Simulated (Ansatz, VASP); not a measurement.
# Cross-check of ZnS between VASP and Ansatz, part 2 of 2

One calculation is typed for both programs; each brings its own data sets. How far apart do they land? The structure shown is the end of the Ansatz relaxation below.

VASP 6.6.1 and Ansatz 0.2.0.

So far. Step 3 (VASP: single point, PBEsol, pair 1): The run ends at a pressure of 0.19 GPa.

## Step 6: VASP: single point, PBEsol, pair 2

Level of this step: PBEsol; plane waves and PAW (Zn, S) (VASP).

The same cell, functional, mesh and smearing now go to VASP, with its own data sets.

Input file INCAR:

```
SYSTEM = ZnS
PREC = Accurate
ENCUT = 500
EDIFF = 1E-06
NELM = 120
ISMEAR = -1
SIGMA = 0.02
LREAL = .FALSE.
ALGO = Normal
GGA = PS
NBANDS = 24
LORBIT = 11
LWAVE = .FALSE.
LCHARG = .FALSE.
ISIF = 2
LASPH = .TRUE.
GGA_COMPAT = .FALSE.
EFERMI = MIDGAP
KPAR = 2
```

Input file POSCAR:

```
ZnS
1.0
    3.8316418765      0.0000000000      0.0000000000
    0.0000000000      3.8316418765      0.0000000000
    0.0000000000      0.0000000000      5.1959029700
Zn S
2 2
Direct
    0.0000000000      0.0000000000      0.0000000000
    0.5000000000      0.5000000000      0.5000000000
    0.5000000000      0.0000000000      0.7500000000
    0.0000000000      0.5000000000      0.2500000000
```

Input file KPOINTS:

```
Automatic mesh
0
Gamma
7 7 5
0 0 0
```

Potentials, in the order of the species: Zn and S (PBE family, release 64).

On the command line:

```bash
mpirun -np 2 vasp_std
```

Numbers of over 12 decimals in the logs are rounded to 6 here.

The program printed:

```text
[banner, memory and clock lines left out]
running    2 mpi-ranks, on    1 nodes
[...]
[... a notice as in an earlier step ...]

 LDA part: xc-table for (Slater+PW92), standard interpolation
 POSCAR, INCAR and KPOINTS ok, starting setup
[...]
entering main loop
       N       E                     dE             d eps       ncg     rms          rms(c)
DAV:   1     0.225583796307E+03    0.22558E+03   -0.17177E+04  1440   0.177E+03
DAV:   2     0.391730499914E+01   -0.22167E+03   -0.21384E+03  1544   0.353E+02
DAV:   3    -0.155946403057E+02   -0.19512E+02   -0.19413E+02  1784   0.107E+02
DAV:   4    -0.159775017012E+02   -0.38286E+00   -0.38265E+00  1648   0.158E+01
[...]
DAV:  12    -0.151640758241E+02    0.40485E-05   -0.30361E-05  1784   0.114E-01    0.842E-03
DAV:  13    -0.151640772335E+02   -0.14093E-05   -0.33123E-06  1512   0.142E-02    0.328E-03
DAV:  14    -0.151640771425E+02    0.90925E-07   -0.34010E-07   960   0.694E-03
   1 F= -.15164077E+02 E0= -.15164077E+02  d E =0.000000E+00
```

From OUTCAR (step 6):

```text
  Total        0.0971275      0.0971275      0.8641928      0.0000000      0.0000000      0.0000000
  in kB        2.0399611      2.0399611     18.1505742      0.0000000      0.0000000      0.0000000
  external PRESSURE =       7.4101655 kB  Pullay stress =       0.0000000 kB

 POSITION                                       TOTAL-FORCE (eV/Angst)
 -----------------------------------------------------------------------------------
      0.00000      0.00000      0.00000        -0.000000      0.000000      0.000000
      1.91582      1.91582      2.59795         0.000000     -0.000000     -0.000000
      1.91582      0.00000      3.89693        -0.000000     -0.000000      0.000000
      0.00000      1.91582      1.29898        -0.000000     -0.000000      0.000000
 -----------------------------------------------------------------------------------
    total drift:                                0.000000      0.000000      0.000000

  FREE ENERGIE OF THE ION-ELECTRON SYSTEM (eV)
  ---------------------------------------------------
  free  energy   TOTEN  =       -15.1640771425 eV

  energy  without entropy=      -15.1640771425  energy(sigma->0) =      -15.16407714

[... 1 part as in an earlier step ...]

[... 2 further parts left out ...]
[key lines of the parts left out:]
E-fermi :   3.4394
```

The run ends at a pressure of 0.74 GPa.

## Step 7: Comparison

The two programs side by side:

```csv
quantity,Ansatz,VASP,difference
pressure (GPa),0.54,0.74,-0.20
gap on the k mesh (eV),2.016,2.028,-0.012
```

A gap on the mesh is an upper bound, since the band edges may lie between its points.

## Step 8: Ansatz: relaxation, PBEsol

This run makes the geometry at which the two programs are then compared. The cell compared in this pair holds 76.47 Å³, against 76.28 Å³ for the pair before.

The structure compared here is the end of the Ansatz relaxation.

Input file input.yaml:

```yaml
crystal:
  lattice:
    - [3.806627445, 0.0, 0.0]
    - [0.0, 3.806627445, 0.0]
    - [0.0, 0.0, 5.24946898]
  atoms:
    - { symbol: Zn, position: [0.0, 0.0, 0.0] }
    - { symbol: Zn, position: [0.5, 0.5, 0.5] }
    - { symbol: S, position: [0.5, 0.0, 0.75] }
    - { symbol: S, position: [0.0, 0.5, 0.25] }
kpoints:
  mp_grid: { grid: [7, 7, 5] }
scf:
  occupations: { method: fermi_dirac, width: 0.02 }
hamiltonian:
  xc: pbesol
  pseudopotentials: { kind: paw, azcp: { folder: soft_1 }, xc_functional: pbe }
basis:
  ecutwfc: 600
output:
  forces: true
  stress: true
relax:
  f_tol: 0.005
  max_steps: 70
  cell: { stress_tol: 0.02, p_target: 0, fix: [c, alpha, beta, gamma] }
```

On the command line:

```bash
ansatz run input.yaml --threads 4 --pin off --max-ram 10240MiB --backend cpu --events-out ev --progress --plain --runs-dir out
```

The program printed:

```text
[...]
Crystal: 4 atoms, lattice volume = 76.067 Å³
Basis set: ecut = 600 eV, 2525 PW (Γ), exchange–correlation on 64×64×90 points (8 copies of the dense FFT grid, shifted against one another)
Bands: 22, of which v1, the nominal top of the filled ones, is band 18 counted from 1 (17 counted from 0)
Symmetry: 16 space group operations
[...]
k-points: 30 of 245 (time reversal used)
[...]
P = ⅓ Tr σ = 0.3686 GPa (3.686 kbar)
--- Relaxed structure (3 steps of the walk, 3 accepted, 1 SCFs on fresh bases) ---
[...]
cell:  # Å, volume = 76.4730 Å³
    - [3.816773, 0, 0]
    - [0, 3.816773, 0]
    - [0, 0, 5.24946898]
  atoms:
    - { symbol: Zn, position: [0, 0, 0] }
    - { symbol: Zn, position: [0.500000, 0.500000, 0.500000] }
    - { symbol: S, position: [0.500000, 0, 0.750000] }
    - { symbol: S, position: [0, 0.500000, 0.250000] }
[key lines of the parts left out:]
SCF converged after 6 iterations
Free energy (F): -8334.884471 eV
Fermi energy:    7.163974 eV
```

## Step 9: VASP: single point, PBEsol, pair 3

The same cell, functional, mesh and smearing now go to VASP, with its own data sets.

INCAR is that of step 6.

Input file POSCAR:

```
ZnS
1.0
    3.8167732930      0.0000000000      0.0000000000
    0.0000000000      3.8167732930      0.0000000000
    0.0000000000      0.0000000000      5.2494689800
Zn S
2 2
Direct
    0.0000000000      0.0000000000      0.0000000000
    0.5000000000      0.5000000000      0.5000000000
    0.5000000000      0.0000000000      0.7500000000
    0.0000000000      0.5000000000      0.2500000000
```

KPOINTS is that of step 6.

On the command line:

```bash
mpirun -np 2 vasp_std
```

The program printed:

```text
[... set-up lines as in an earlier step ...]
 entering main loop
       N       E                     dE             d eps       ncg     rms          rms(c)
DAV:   1     0.229615015813E+03    0.22962E+03   -0.17307E+04  1440   0.179E+03
DAV:   2     0.508808256162E+01   -0.22453E+03   -0.21668E+03  1520   0.353E+02
DAV:   3    -0.155606429360E+02   -0.20649E+02   -0.20546E+02  1800   0.109E+02
DAV:   4    -0.159817676956E+02   -0.42112E+00   -0.42089E+00  1656   0.162E+01
[...]
DAV:  12    -0.151708682684E+02    0.40592E-05   -0.30190E-05  1784   0.114E-01    0.826E-03
DAV:  13    -0.151708697061E+02   -0.14378E-05   -0.33791E-06  1496   0.144E-02    0.330E-03
DAV:  14    -0.151708696140E+02    0.92110E-07   -0.34314E-07   984   0.699E-03
   1 F= -.15170870E+02 E0= -.15170870E+02  d E =0.000000E+00
```

From OUTCAR (step 9):

```text
  Total        0.0932940      0.0932940      0.6190019      0.0000000      0.0000000      0.0000000
  in kB        1.9545933      1.9545933     12.9686398      0.0000000      0.0000000      0.0000000
  external PRESSURE =       5.6259422 kB  Pullay stress =       0.0000000 kB

 POSITION                                       TOTAL-FORCE (eV/Angst)
 -----------------------------------------------------------------------------------
      0.00000      0.00000      0.00000        -0.000000      0.000000      0.000000
      1.90839      1.90839      2.62473         0.000000     -0.000000     -0.000000
      1.90839      0.00000      3.93710         0.000000      0.000000      0.000000
      0.00000      1.90839      1.31237        -0.000000      0.000000      0.000000
 -----------------------------------------------------------------------------------
    total drift:                                0.000000      0.000000      0.000000

  FREE ENERGIE OF THE ION-ELECTRON SYSTEM (eV)
  ---------------------------------------------------
  free  energy   TOTEN  =       -15.1708696140 eV

  energy  without entropy=      -15.1708696140  energy(sigma->0) =      -15.17086961

[... 1 part as in an earlier step ...]

[... 2 further parts left out ...]
[key lines of the parts left out:]
E-fermi :   3.3978
```

The run ends at a pressure of 0.56 GPa.

## Step 10: Comparison

Compared:

```csv
quantity,Ansatz,VASP,difference
pressure (GPa),0.37,0.56,-0.19
gap on the k mesh (eV),2.037,2.049,-0.011
```

A gap on the mesh is an upper bound, since the band edges may lie between its points.

## Step 11: Outcome

| Quantity | Value |
| --- | --- |
| difference in gap on the k mesh (single point, PBEsol, pair 1) | -0.010 eV |
| difference in gap on the k mesh (single point, PBEsol, pair 2) | -0.012 eV |
| difference in gap on the k mesh (single point, PBEsol, pair 3) | -0.011 eV |

The difference in gap on the k mesh is -0.012 eV (single point, PBEsol, pair 2), within the 0.08 eV picked in this series as the mark of a large difference. 4 further runs of this series are not shown here. How closely two codes agree says nothing of how well the functional describes the real material.

[Lines on the potential files, build, host, timing and source positions are cut from VASP's logs without a mark.]

[Logs are printed without paths, hosts, clocks, repeated set-up lines and the standing remarks that a program may print on its own settings, such as how far it seeks lower states.]

[Hosts, paths, dates, database ids (printed as entryN), source tags and the programs' standing remarks are cut or masked in the printed files.]
